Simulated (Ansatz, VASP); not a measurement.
Ti: VASP beside Ansatz

Contents of INCAR:

```
  PREC = Accurate
  ENCUT = 520
  EDIFF = 1E-8
  ISMEAR = -1
  SIGMA = 0.08
  LREAL = False
  LASPH = True
  NELM = 80
  ALGO = Normal
  ISIF = 2
  LWAVE = False
  LCHARG = False
  GGA = PE
  LEFG = True
  NBANDS = 19
```

Contents of KPOINTS:

```
Automatic mesh
0
Gamma
  13 13 7
```

Contents of POSCAR:

```
Ti
1.0
    2.9888180735      0.0000000000      0.0000000000
   -1.4944090368      2.5883923789      0.0000000000
    0.0000000000      0.0000000000      4.7476649663
Ti
2
Direct
    0.3333333333      0.6666666667      0.2500000000
    0.6666666667      0.3333333333      0.7500000000
```

Input for Ansatz:

```yaml
crystal:
  lattice:
    - [2.9888180735, 0.0, 0.0]
    - [-1.4944090368, 2.5883923789, 0.0]
    - [0.0, 0.0, 4.7476649663]
  atoms:
    - { symbol: Ti, position: [0.3333333333, 0.6666666667, 0.25] }
    - { symbol: Ti, position: [0.6666666667, 0.3333333333, 0.75] }
kpoints:
  mp_grid: { grid: [13, 13, 7] }
scf:
  occupations: { method: fermi_dirac, width: 0.08 }
hamiltonian:
  xc: pbe
  pseudopotentials: { kind: paw }
output:
  forces: true
  stress: true
  eigenvalues: true
  efg: { contact_densities: true }
```

Change from the starting cell: volume scaled by 1.04, PAW files.

Alike in both runs: task electric field gradients; functional PBE; k mesh 13 × 13 × 7; occupations fermi-dirac, width 0.08 eV; no spin polarisation.

|  | VASP | Ansatz |
| --- | --- | --- |
| version | VASP 6.6.1 | Ansatz 0.2.0 |
| potentials or method | VASP PAW PBE potentials, release 64 (Ti_sv) | PAW with Ansatz's default frozen-core files, scalar-relativistic |
| plane-wave cutoff (eV) | 520 | 420 |
| valence electrons in the cell | 24 | 24 |

```tsv
	VASP	Ansatz	Ansatz less VASP
pressure (GPa)	-5.6	-5.4	+0.20
largest component of the traceless stress (GPa)	0.30	0.29	-0.001
Vzz of the field gradient on the site that differs most (V/Å²)	14.9	16.6	+1.70
```

With one functional, cell and mesh, what is left measures potentials, basis and numerics.
